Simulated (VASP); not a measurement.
# SnSe in VASP: one cell, several levels of theory

What does VASP give for SnSe in the rocksalt structure, under +3.9 % strain along [111] alone, the cell held fixed? Runs: PBE, r2SCAN. The results are then set beside those of Ansatz 0.2.0 for the same cell. This is a trial cell built on a prototype, not taken from a measured structure, and it needn't be the compound's ground state.

The runs shown are made with VASP 6.6.1. PAW datasets, plane waves. Values at 0 K without nuclear motion; spin polarisation is off, and the phase may be a hypothetical one.

### 1 The system as given

The cell comes from an earlier relaxation with r2SCAN in another program, then strained, with the atoms relaxed again.

Space group R-3m (No. 166), trigonal; conventional cell a = 4.246 Å, c = 10.801 Å, 28.10 Å³ an atom. Sn has 6 Se at 3.04 Å; Se has 6 Sn at 3.04 Å.

Structure file:

```xyz
2
Lattice="0.0773 3.0794 3.0794 3.0794 0.0773 3.0794 3.0794 3.0794 0.0773" Properties=species:S:1:pos:R:3 pbc="T T T"
Sn    0.0000    0.0000    0.0000
Se    3.1180    3.1180    3.1180
```

### 2 PBE at this geometry

The input, INCAR:

```
ENCUT = 520.000000
SIGMA = 0.020000
EDIFF = 1.00e-07
GGA = PE
PREC = Accurate
IBRION = -1
ISIF = 2
ISMEAR = -1
NBANDS = 17
NELM = 120
NSW = 0
LASPH = .TRUE.
LCHARG = .TRUE.
LELF = .TRUE.
LWAVE = .FALSE.
LREAL = .FALSE.
```

The input, KPOINTS:

```
KPOINTS created by Atomic Simulation Environment
0
Gamma
8 8 8
0 0 0
```

The input, KPOINTS_OPT:

```
special points
7
Reciprocal
0.0000000000 0.0000000000 0.0000000000 1
0.5000000000 0.0000000000 0.5000000000 1
0.6250000000 0.2500000000 0.6250000000 1
0.3750000000 0.3750000000 0.7500000000 1
0.5000000000 0.5000000000 0.5000000000 1
0.5000000000 0.2500000000 0.7500000000 1
0.5000000000 0.4750000000 0.5250000000 1
```

The input, POSCAR:

```
Sn Se
 1.0000000000000000
     0.0772543785000000    3.0793675323000000    3.0793675323000000
     3.0793675323000000    0.0772543785000000    3.0793675323000000
     3.0793675323000000    3.0793675323000000    0.0772543785000000
 Sn  Se
   1   1
Cartesian
  0.0000000000000000  0.0000000000000000  0.0000000000000000
  3.1179947215500001  3.1179947215500001  3.1179947215500001
```

The run uses the recommended PBE PAW datasets (20 valence electrons a neutral cell).

Started as:

```console
> mpirun -np 1 vasp_std
```

### 3 Single point with r2SCAN

INCAR, as its differences from that of step 2:

```diff
@@ -3,3 +3,4 @@
 EDIFF = 1.00e-07
-GGA = PE
+ALGO = Normal
+METAGGA = R2SCAN
 PREC = Accurate
```

KPOINTS is that of step 2.

KPOINTS_OPT is that of step 2.

POSCAR is that of step 2.

Q: Predict the outcome of this session. Wanted: for each run, gap; pressure; Ansatz: gap; Ansatz: pressure.

**Answer**, as computed:

| level | gap (eV) | pressure (GPa) | Ansatz: gap (eV) | Ansatz: pressure (GPa) |
| --- | --- | --- | --- | --- |
| PBE | 0.01 | -0.59 | 0.01 | -0.58 |
| r2SCAN | 0.05 | -1.63 | 0.05 | -1.63 |

In words: The gap spans 0.01 eV (PBE) to 0.05 eV (r2SCAN). Spin-orbit coupling is left out, though the cell holds Sn (Z = 50); in an element this heavy it can shift bands and gaps by tenths of an eV. At this one volume the pressure spans -1.6 GPa (r2SCAN) to -0.6 GPa (PBE): PBE wants the largest cell and r2SCAN the smallest. The two programs agree on the gap within 0.01 eV, far less than the spread between functionals. The two codes have different PAW datasets and cutoffs. VASP's cell holds 20 valence electrons and Ansatz's 30.
